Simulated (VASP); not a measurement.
# Sn (Fd-3m) in VASP: further runs, part 2 of 2

VASP 6.6.1. Earlier steps stand in the parts before.

### Step 3. Relaxation of the atoms, PBE+D3(BJ) (a relaxed cell with its volume scaled by 0.98)

The input, INCAR:

```
PREC = Accurate
ENCUT = 600
EDIFF = 1E-7
ISMEAR = 0
SIGMA = 0.03
LREAL = F
LASPH = T
NELM = 80
ALGO = Normal
ISIF = 2
LWAVE = F
LCHARG = F
GGA = PE
IVDW = 12
IBRION = 2
NSW = 40
EDIFFG = -0.01
```

The input, KPOINTS:

```
regular mesh
0
Gamma
  10 10 10
```

The input, POSCAR:

```
Sn                                      
1.0
    0.0000000000      3.2629307610      3.2629307610
    3.2629307610      0.0000000000      3.2629307610
    3.2629307610      3.2629307610      0.0000000000
  Sn            
     2
Direct
     0.0000000000000000    0.0000000000000000    0.0000000000000000
     0.2500000000000000    0.2500000000000000    0.2500000000000000
```

Potentials or basis: VASP PAW PBE potentials, release 64 (Sn_d).

Command:

```sh
$ cat potpaw_PBE.64/Sn_d/POTCAR > POTCAR
$ mpirun -np 1 vasp_std > vasp.out
```

It took 48 s on 1 thread of Intel Xeon Platinum 8375C at 2.90GHz (Ice Lake), shared host; peak memory 0.26 GiB.

It converged, with:

```yaml
Free_energy: -8.2641 eV
Pressure_after_relaxing: 0.8 GPa
Band_gap_on_the_k_mesh: none (metal or under the smearing width)
Dispersion_energy_per_atom: -0.302 eV
```

Final structure:
```
CELL_PARAMETERS angstrom
0.00000 3.26293 3.26293
3.26293 0.00000 3.26293
3.26293 3.26293 0.00000
ATOMIC_POSITIONS crystal
Sn 0.00000 0.00000 0.00000
Sn 0.25000 0.25000 0.25000
```

Levels at points of the mesh, in eV from the Fermi level:
| k point | band 12 | band 13 | band 14 | band 15 | band 16 | band 17 |
| --- | --- | --- | --- | --- | --- | --- |
| (0.00, 0.00, 0.00) | -0.71 | 0.13 | 0.13 | 0.13 | 2.20 | 2.20 |
| (0.50, 0.00, 0.00) | -6.19 | -1.05 | -1.05 | 0.00 | 3.27 | 3.27 |
| (0.50, 0.50, 0.00) | -7.42 | -2.37 | -2.37 | 0.88 | 0.88 | 7.66 |

Caveat: the relaxation stopped at its first step, so nothing moved; pairwise dispersion overbinds metals, which lowers pressure and volume.

### Step 4. Relaxation of the atoms, PBE+D3(BJ)

INCAR is that of step 3.

KPOINTS is that of step 3.

The input, POSCAR:

```
Sn                                      
1.0
    0.0000000000      3.2849782593      3.2849782593
    3.2849782593      0.0000000000      3.2849782593
    3.2849782593      3.2849782593      0.0000000000
  Sn            
     2
Direct
     0.0000000000000000    0.0000000000000000    0.0000000000000000
     0.2500000000000000    0.2500000000000000    0.2500000000000000
```

Command:

```sh
$ cat potpaw_PBE.64/Sn_d/POTCAR > POTCAR
$ mpirun -np 1 vasp_std > vasp.out
```

Run time: 46 s. Hardware: 1 thread of Intel Xeon Platinum 8375C at 2.90GHz (Ice Lake), shared host; peak memory 0.27 GiB.

Results (log left out):

| Quantity | Value |
| --- | --- |
| Free energy | -8.2679 eV |
| Pressure after relaxing | 0.0 GPa |
| Band gap on the k mesh | none (metal or under the smearing width) |
| Dispersion energy per atom | -0.295 eV |

Final structure:
```
Sn
1.0
     0.00000    3.28498    3.28498
     3.28498    0.00000    3.28498
     3.28498    3.28498    0.00000
Sn
2
Direct
  0.00000 0.00000 0.00000
  0.25000 0.25000 0.25000
```

Levels at points of the mesh, in eV from the Fermi level:
```tsv
k point	band 11	band 12	band 13	band 14	band 15	band 16	band 17	band 18
(0.00, 0.00, 0.00)	-10.30	-0.83	0.15	0.15	0.15	2.22	2.22	2.22
(0.50, 0.00, 0.00)	-8.75	-6.10	-1.00	-1.00	-0.01	3.28	3.28	5.74
(0.50, 0.50, 0.00)	-7.32	-7.32	-2.28	-2.28	0.93	0.93	7.56	7.56
```

Caveat: the relaxation stopped at its first step, so nothing moved; pairwise dispersion overbinds metals, which lowers pressure and volume.

### Step 5. Relaxation of the atoms, PBE+D3(BJ) (a relaxed cell with its volume scaled by 1.02)

INCAR is that of step 4.

KPOINTS is that of step 4.

The input, POSCAR:

```
Sn                                      
1.0
    0.0000000000      3.3067337162      3.3067337162
    3.3067337162      0.0000000000      3.3067337162
    3.3067337162      3.3067337162      0.0000000000
  Sn            
     2
Direct
     0.0000000000000000    0.0000000000000000    0.0000000000000000
     0.2500000000000000    0.2500000000000000    0.2500000000000000
```

Command:

```sh
$ cat potpaw_PBE.64/Sn_d/POTCAR > POTCAR
$ mpirun -np 1 vasp_std > vasp.out
```

It took 55 s on 1 thread of Intel Xeon Platinum 8375C at 2.90GHz (Ice Lake), shared host; peak memory 0.27 GiB.

The run converged. Its results:

```
Free energy                : -8.2649 eV
Pressure after relaxing    : -0.7 GPa
Band gap on the k mesh     : none (metal or under the smearing width)
Dispersion energy per atom : -0.289 eV
```

Final structure:
```
Sn
1.0
     0.00000    3.30673    3.30673
     3.30673    0.00000    3.30673
     3.30673    3.30673    0.00000
Sn
2
Direct
  0.00000 0.00000 0.00000
  0.25000 0.25000 0.25000
```

Levels at points of the mesh, in eV from the Fermi level:
```tsv
k point	band 10	band 11	band 12	band 13	band 14	band 15	band 16	band 17	band 18
(0.00, 0.00, 0.00)	-21.19	-10.16	-0.95	0.16	0.16	0.16	2.22	2.22	2.22
(0.50, 0.00, 0.00)	-21.15	-8.65	-6.02	-0.96	-0.96	-0.04	3.28	3.28	5.75
(0.50, 0.50, 0.00)	-21.13	-7.25	-7.25	-2.21	-2.21	0.96	0.96	7.44	7.44
```

Caveat: the relaxation stopped at its first step, so nothing moved; pairwise dispersion overbinds metals, which lowers pressure and volume.

### Step 6. The runs side by side

```tsv
cell	gap on the mesh (eV)	pressure (GPa)
atoms relaxed from: a relaxed cell with its volume scaled by 0.96	none	1.8
atoms relaxed from: a relaxed cell with its volume scaled by 0.98	none	0.8
atoms relaxed	none	0.0
atoms relaxed from: a relaxed cell with its volume scaled by 1.02	none	-0.7
```

Alike in all rows: task relaxation of the atoms; level PBE+D3(BJ); potentials or basis VASP PAW PBE potentials, release 64 (Sn_d); no spin polarisation; k mesh 10 × 10 × 10; cutoff (eV) 600; smearing gaussian 0.03 eV.

Caveats: the relaxation stopped at its first step, so nothing moved; pairwise dispersion overbinds metals, which lowers pressure and volume.

Total energies depend on the potentials used, so only differences within one code and one set of settings carry meaning.
